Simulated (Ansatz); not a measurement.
## MoSi2 under pressure: fit and missing row

MoSi2, I4/mmm, a = 3.217 Å, c = 7.873 Å. Ansatz: PBE, PAW, 420 eV, Γ-centred 18×18×18 mesh on 3 atoms, Gaussian smearing 0.10 eV; no spin polarisation. Cell and atoms are relaxed at each pressure, and no other structure is tried, so the rows at high pressure may lie past a change of phase.

```
V (Å³/atom) P (GPa)
          ?    39.99
     12.514    19.98
     12.990     9.98
     13.267     4.99
     13.449     1.99
     13.578     0.01
     13.717    -2.01
```

Question: Take V0 = 13.578 Å³/atom, count pressures from its P0 = 0.01 GPa, fit the third-order Birch–Murnaghan form to the other rows, and predict the missing volume.

Answer: With the Eulerian strain f = ½[(V0/V)^(2/3) − 1] and y = (P − P0)/[3f(1 + 2f)^(5/2)], the form is the line y = B0 + 1.5 B0 (B0′ − 4) f. Rows (f, y): 0.02795, 207.9; 0.01498, 206.1; 0.00778, 205.3; 0.00319, 203.6; -0.00338, 202.6. Means f = 0.01010, y = 205.10; Σ(Δf)² = 0.0005773, ΣΔfΔy = 0.09846; the slope is their ratio. y = 203.4 + 170.6 f GPa, so B0 = 203.4 GPa and B0′ = 4 + 2 × (170.6)/(3 × 203.4) = 4.56. P = 39.99 GPa is met at f = 0.04964 (y = 211.87), so V = V0 (1 + 2f)^(−3/2) = 11.781 Å³/atom. The run gave 11.768 Å³/atom, so the fit is 0.013 Å³/atom too high, 0.67 % of the span of the series, against an rms of 0.0007 Å³/atom on the fitted rows. The row lies outside the fitted range. The points of y bend away from a line: a fourth-order term fitted to them gives P = 39.85 GPa at this row's volume (the line 40.39, the run 39.99). Also, this row ran on the mesh 20×20×20, its neighbour on 18×18×18, which can shift it a little.

The mesh isn't the same in all rows (18×18×18, 20×20×20).

MoSi2 is stiff, with a bulk modulus of 203.4 GPa at zero pressure, and it stiffens further on compression. The resistance fits its bonding: Mo 4d and Si 3p states hybridise into directional bonds, and the Fermi level lies in a pseudogap, so that mostly bonding states are filled. As the atoms approach, overlap repulsion between the shells grows faster than the bonding gain, which is why the pressure derivative of 4.56 is positive and of ordinary size for a dense solid.

The third-order form extrapolates well, but the computed crystal is slightly more compressible at the far end than the line predicts. The fourth-order term corrects this in the right direction and overshoots a little. Its size is probably poorly fixed, because y divides a small pressure difference by a small strain, magnifying rounding and residual stress in the rows nearest V0. The bulk modulus is therefore better supported than the curvature. Volumes alone don't show whether the a and c axes share the compression equally.
